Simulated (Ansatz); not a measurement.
**ZnS: a single-point run**

The task is a single-point run on ZnS. The structure is shown as the input types it.

Computed with Ansatz 0.2.0 (density functional or hybrid calculation with the settings of its input, plane waves (as first typed), unless a step's input says otherwise).

3 further runs of the same task are left out: 3 that didn't finish.

### 1 The system as given

It takes space group P6_3mc (No. 186, hexagonal). The conventional cell has a = 3.805 Å, b = 3.805 Å, c = 6.244 Å, α = 90.00°, β = 90.00°, γ = 120.00°. Zn (site symmetry 3m) has 4 S at 2.33 to 2.34 Å as nearest neighbours. Around S (site symmetry 3m) lie 4 Zn at 2.33 to 2.34 Å.

Structure file:

```
CELL_PARAMETERS angstrom
3.80543 0.00000 0.00000
-1.90271 3.29560 0.00000
0.00000 0.00000 6.24402
ATOMIC_POSITIONS crystal
Zn 0.33333 0.66667 0.00534
Zn 0.66667 0.33333 0.50534
S 0.33333 0.66667 0.37966
S 0.66667 0.33333 0.87966
```

### 2 Running it

File input.yaml:

```yaml
crystal:
  lattice:
    - [3.8054280153, 0.0, 0.0]
    - [-1.9027140076, 3.2955973335, 0.0]
    - [0.0, 0.0, 6.2440175084]
  atoms:
    - { symbol: Zn, position: [0.3333333333, 0.6666666667, 0.0053397643] }
    - { symbol: Zn, position: [0.6666666667, 0.3333333333, 0.5053397643] }
    - { symbol: S, position: [0.3333333333, 0.6666666667, 0.3796602357] }
    - { symbol: S, position: [0.6666666667, 0.3333333333, 0.8796602357] }
kpoints:
  mp_grid: { grid: [6, 6, 4] }
hamiltonian:
  xc: b3pw
scf:
  occupations: { method: fixed }
  n_extra_bands: 5
output:
  forces: true
  stress: true
  eigenvalues: true
```

Run with:

```bash
> ansatz run input.yaml --threads 4 --pin off --max-ram 3686MiB --backend cpu --events-out ev --progress --plain --runs-dir out
```

**Question.** How will this run end, and is anything wrong with its input?

The run ended at the input check. The line that matters: «line 14 column 7: hamiltonian.xc: unknown variant `b3pw`, expected one of `lda`, `lda-pw`, `pw92`, `pbe`, `pbesol`, `rpbe`, `revpbe`, `blyp`, ...»

Look at the input: hamiltonian.xc is b3pw. No functional of that name is defined in this program.

Fix: set hamiltonian.xc to pbesol. Any name on the list would pass the check; a listed functional of a like name need not be the same functional.
